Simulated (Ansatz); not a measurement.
CdS (Greenockite), 4 atoms in the cell. Symmetry: P6_3mc, No. 186, hexagonal system. The conventional cell has a = 4.150 Å, b = 4.150 Å, c = 6.737 Å, α = 90.00°, β = 90.00°, γ = 120.00°. Around Cd (site symmetry 3m) lie 4 S at 2.53 to 2.54 Å. Around S (site symmetry 3m) lie 4 Cd at 2.53 to 2.54 Å. 

| Item | Value |
| --- | --- |
| Program | Ansatz 0.2.0 |
| Task | single point |
| Functional | PBE |
| Potentials or basis | Ansatz PAW |
| Cutoff | 420 eV (not typed: the program's choice for these potentials) |
| k mesh | 7 × 7 × 4 |
| Occupations | gaussian, width 0.03 eV |
| Spin | no spin polarisation |

Potentials or basis: Ansatz PAW.

The run is started by

```bash
$ ansatz run input.yaml --threads 2 --pin off --max-ram 5632MiB --backend cpu --events-out ev --progress --plain --runs-dir out
```

Hardware: 2 threads of Intel(R) Xeon(R) Processor @ 2.50GHz (Skylake/Cascade Lake) (shared host).

Problem. Estimate the wall time of this run.

Solution. Run time: 6.5 s on 2 threads of Intel(R) Xeon(R) Processor @ 2.50GHz (Skylake/Cascade Lake), with other jobs on the host, peak memory 0.38 GiB. Counts: scf iterations 6, plane waves 1973, k points 24, bands 32.
